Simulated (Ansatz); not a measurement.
**Ni: input and output**

Input file of Ansatz 0.2.0:

```yaml
crystal:
  lattice:
    - [2.473609, 0.0, 0.0]
    - [-1.236804, 2.14221, 0.0]
    - [0.0, 0.0, 4.600727]
  atoms:
    - { symbol: Ni, position: [0.33333, 0.66667, 0.25] }
    - { symbol: Ni, position: [0.66666, 0.33333, 0.75] }
  symmetry: { tolerance: 0.0003 }
kpoints:
  mp_grid: { grid: [15, 15, 7], shift: [0, 0, 0] }
  band_path:
    path:
      - [0.0, 0.0, 0.0]
      - [0.5, 0.0, 0.0]
      - [0.33333333, 0.33333333, 0.0]
      - [0.0, 0.0, 0.0]
      - [0.0, 0.0, 0.5]
      - [0.5, 0.0, 0.5]
      - [0.33333333, 0.33333333, 0.5]
      - [0.0, 0.0, 0.5]
      - [0.5, 0.0, 0.5]
      - [0.5, 0.0, 0.0]
      - [0.33333333, 0.33333333, 0.5]
    npoints: 6
magnetization:
  spin_polarized: false
scf:
  occupations: { method: fermi_dirac }
  lower_state_search: "off"
  max_iter: 200
hamiltonian:
  pseudopotentials: { kind: paw }
  xc: pbe
basis:
  ecutwfc: 420
  fft_grid_basis: typed
output:
  forces: true
  stress: true
  eigenvalues: true
  bader: true
  populations: true
  elf: true
  write_potential: true
  volumetric_format: npy
  dos:
    e_range: [-12, 8]
    de: 0.05
    projected: { site_lists: { Ni: [Ni] } }
checkpoint:
  read: saved_state
```

The run starts from an earlier solution of this cell. 

Excerpt of what it printed:

```
Warning: the atoms were moved onto the symmetric positions of the space group found under crystal.symmetry.tolerance 3.0e-4 (fractional; no operation is sought that the atoms, as they stand in a round, miss by more than twice it, and no atom is moved by as much as it), and the run uses the moved positions.
Pseudopotentials: kind: paw
Pseudopotential: Ni, paw, valence charge 18, recommended cutoff 420 eV (normal), Ni.paw.azcp
Functional definition: PBE
  exchange = pbe_x(kappa = kappa, mu = beta*pi^2/3)
  correlation = pbe_c(beta = beta)
Crystal: 2 atoms, lattice volume = 24.379 Å³
Basis set: ecut = 420 eV, 465 PW (Γ), exchange–correlation on 36×36×64 points (8 copies of the dense FFT grid, shifted against one another)
Bands: 22, of which v1, the nominal top of the filled ones, is band 18 counted from 1 (17 counted from 0)
Symmetry: 24 space group operations
Space group: P63/mmc (ITA 194), of the structure as read, at distance tolerance 8.7e-4 Å
k-points: 108 of 1575
Initial density: read from a saved state, or passed on in memory by an earlier SCF of this step, an earlier step, the calling program or the single point that the run made first
Functional: x = pbe(κ = 0.804, μ = 0.2195), c = pbe(β = 0.0667)
Free energy (F): -11679.1100 eV
Harris-Foulkes:  -11679.1100 eV  (|F-HF|=9.09e-11)
Internal energy: -11678.9241 eV  (E = F + TS)
E sigma→0 (E₀):  -11679.0170 eV
Entropy (-TS):   -0.1859 eV (-92.972 meV/atom)
Fermi energy:    15.5519 eV
--- Per-component energies (eV) ---
  E_band       = -647.2085
  E_kinetic    = 561.4651
  E_local      = -7280.7387  (includes V_loc(G=0)·N_el)
  E_nonlocal   = 1274.8072
  E_hartree    = 3034.6323
  E_xc         = -167.4591
  E_vxc        = -215.7844  (∫ρ·V_xc dr)
  E_paw        = -3262.4656  (= ΣΔE_a)
  E_vpaw       = -1056.2222  (= ΣTr[D̂ρ^β])
  E_aug_tail   = 0.0011  (compensation charges beyond the density's cutoff)
  E_ewald      = -5839.1665
  E_smearing   = -0.1859  (= −TS)
--- Stress (GPa, compression-positive) ---
       -7.8936       0.0000       0.0000
        0.0000      -7.8936       0.0000
        0.0000       0.0000     -27.3447
  P = ⅓ Tr σ = -14.3773 GPa (-143.773 kbar)
```

Origin: a known structure type with other elements, at an estimated volume, so it need not be a known compound. Caveats: no spin polarisation, so a magnetic state may lie lower.
